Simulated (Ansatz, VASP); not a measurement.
Ti3Si: VASP beside Ansatz

The input INCAR:

```
SYSTEM = Ti3Si
  PREC = Accurate
  ENCUT = 520
  EDIFF = 1E-7
  ISMEAR = -1
  SIGMA = 0.05
  LREAL = .False.
  LASPH = .True.
  NELM = 80
  ALGO = Normal
  ISIF = 2
  LWAVE = .False.
  LCHARG = .False.
  GGA = PS
  NBANDS = 28
```

The input KPOINTS:

```
Automatic mesh
0
Gamma
  7 7 7
  0 0 0
```

The input POSCAR:

```
Ti3Si
1.0
    0.0000000000      3.1232523037      3.1232523037
    3.1232523037      0.0000000000      3.1232523037
    3.1232523037      3.1232523037      0.0000000000
Ti Si
3 1
Direct
    0.0000000000      0.0000000000      0.0000000000
    0.2500000000      0.2500000000      0.2500000000
    0.7500000000      0.7500000000      0.7500000000
    0.5000000000      0.5000000000      0.5000000000
```

File input.yaml:

```yaml
crystal:
  lattice:
    - [0.0, 3.1232523037, 3.1232523037]
    - [3.1232523037, 0.0, 3.1232523037]
    - [3.1232523037, 3.1232523037, 0.0]
  atoms:
    - { symbol: Ti, position: [0.0, 0.0, 0.0] }
    - { symbol: Ti, position: [0.25, 0.25, 0.25] }
    - { symbol: Ti, position: [0.75, 0.75, 0.75] }
    - { symbol: Si, position: [0.5, 0.5, 0.5] }
hamiltonian:
  xc: pbesol
  pseudopotentials: { kind: paw }
kpoints:
  mp_grid: { grid: [7, 7, 7] }
scf:
  occupations: { method: fermi_dirac, width: 0.05 }
output:
  forces: true
  stress: true
  eigenvalues: true
  write_density: true
  write_potential: true
  elf: true
  volumetric_format: npy
```

Change from the starting cell: volume scaled by 0.98.

Alike in both runs: task single point; functional PBEsol; k mesh 7 × 7 × 7; occupations fermi-dirac, width 0.05 eV; no spin polarisation.

|  | VASP | Ansatz |
| --- | --- | --- |
| version | VASP 6.6.1 | Ansatz 0.2.0 |
| potentials or method | VASP PAW PBE potentials, release 64 (Ti_sv, Si) | Ansatz PAW |
| plane-wave cutoff (eV) | 520 | 420 |
| valence electrons in the cell | 40 | 40 |

Ansatz gave:

| Property | Result |
| --- | --- |
| gap on the k mesh at the Fermi level (eV) | none |
| pressure (GPa) | -2.4 |

Problem. Estimate VASP's values.

Solution. gap on the k mesh at the Fermi level (eV): none; pressure (GPa): -2.5.

A gap of «none» marks a metal or a gap that the smearing closes.

Caveats: the PAW data sets were made with another functional, which shifts forces and pressure a little (VASP); the PAW data sets come from PBE, with cores solved anew for the run's functional, which leaves a small shift of forces and pressure (Ansatz).
